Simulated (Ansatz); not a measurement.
# ZnAu: a tetragonal deformation path

The task here is to estimate one member of a computed series from the others.

Program: Ansatz 0.2.0. Level of theory: DFT PBEsol, scalar-relativistic, plane waves, PAW. These are calculated values, not measurements.

### The starting structure

The structure is cubic, space group Pm-3m (No. 221). The conventional cell has a = 3.147 Å, b = 3.147 Å, c = 3.147 Å, α = 90.00°, β = 90.00°, γ = 90.00°. Zn (site symmetry m-3m) has 8 Au at 2.73 Å in its first shell of neighbours. Around Au (site symmetry m-3m) lie 8 Zn at 2.73 Å.

As a file:

```cif
data_structure
_symmetry_space_group_name_H-M 'Pm-3m'
_symmetry_Int_Tables_number 221
_cell_length_a 3.1470
_cell_length_b 3.1470
_cell_length_c 3.1470
_cell_angle_alpha 90.000
_cell_angle_beta 90.000
_cell_angle_gamma 90.000
_cell_volume 31.17
loop_
_atom_site_label
_atom_site_type_symbol
_atom_site_symmetry_multiplicity
_atom_site_Wyckoff_symbol
_atom_site_fract_x
_atom_site_fract_y
_atom_site_fract_z
_atom_site_occupancy
Zn1 Zn 1 b 0.50000 0.50000 0.50000 1
Au1 Au 1 a 0.00000 0.00000 0.00000 1
```

The cell is taken as given, not relaxed at this level.

### The reference cell

Reference values: F = -16288.4532 eV; pressure -2.45 GPa; largest force 0.000 eV/Å; gap on the mesh none (metal). It was computed beforehand with the settings of the runs below.

The first run:

At fixed volume and fractional coordinates, lengths along (0.000, 0.000, 1.000) are scaled against those across it; ρ is that ratio over its starting value.

input.yaml reads:

```yaml
crystal:
  lattice:
    - [3.5325658942, 0.0, 0.0]
    - [0.0, 3.5325658942, 0.0]
    - [0.0, 0.0, 2.4975240872]
  atoms:
    - { symbol: Zn, position: [0.5, 0.5, 0.5] }
    - { symbol: Au, position: [0.0, 0.0, 0.0] }
basis:
  ecutwfc: 420
kpoints:
  mp_grid: { grid: [16, 16, 16] }
hamiltonian:
  xc: pbesol
scf:
  occupations: { method: gaussian, width: 0.15 }
output:
  forces: true
  stress: true
  eigenvalues: true
```

The run is started by

```sh
> ansatz run input.yaml --threads 1 --pin off --max-ram 2560MiB --backend cpu --events-out ev --progress --plain --runs-dir out
```

Among the steps run: ρ = 0.707; Point ρ = 1.414; At ρ = 0.850; ρ = 1.200; Point ρ = 0.780; At ρ = 1.300; Point ρ = 0.920; Point ρ = 1.100; ρ = 0.650; At ρ = 1.500; Point ρ = 0.960; ρ = 1.050.

One of the session's tables, all rows but one given; the rest of the session is left out.

It belongs to the step «The scan collected». Collected from the runs (energy zero: the undisturbed cell):

| ρ | ΔE (meV/atom) | pressure (GPa) |
| --- | --- | --- |
| 0.650 | 505.1 | 20.9 |
| 0.707 | 202.4 | 8.8 |
| 0.780 | 58.0 | 1.3 |
| 0.850 | ? | ? |
| 0.920 | 3.0 | -2.2 |
| 0.960 | 0.8 | -2.4 |
| 1.000 | 0.0 | -2.5 |
| 1.050 | 1.1 | -2.4 |
| 1.100 | 2.9 | -2.3 |
| 1.200 | 8.5 | -2.1 |
| 1.300 | 21.8 | -1.8 |
| 1.414 | 44.9 | -1.3 |
| 1.500 | 72.0 | -0.5 |

Estimate the missing values for ρ = 0.850.

Worked estimate for «ΔE (meV/atom)». A straight line through the neighbours (0.780, 58.0) and (0.920, 3.0) gives 58.0 + (3.0 − 58.0) × (0.850 − 0.780) / (0.920 − 0.780) = 30.5; a parabola fitted to 4 rows on both sides gives -0.6.

**Answer.** ΔE (meV/atom): 16.3; pressure (GPa): -1.3. In «ΔE (meV/atom)» the line misses by +14.2 and the parabola by -16.9.
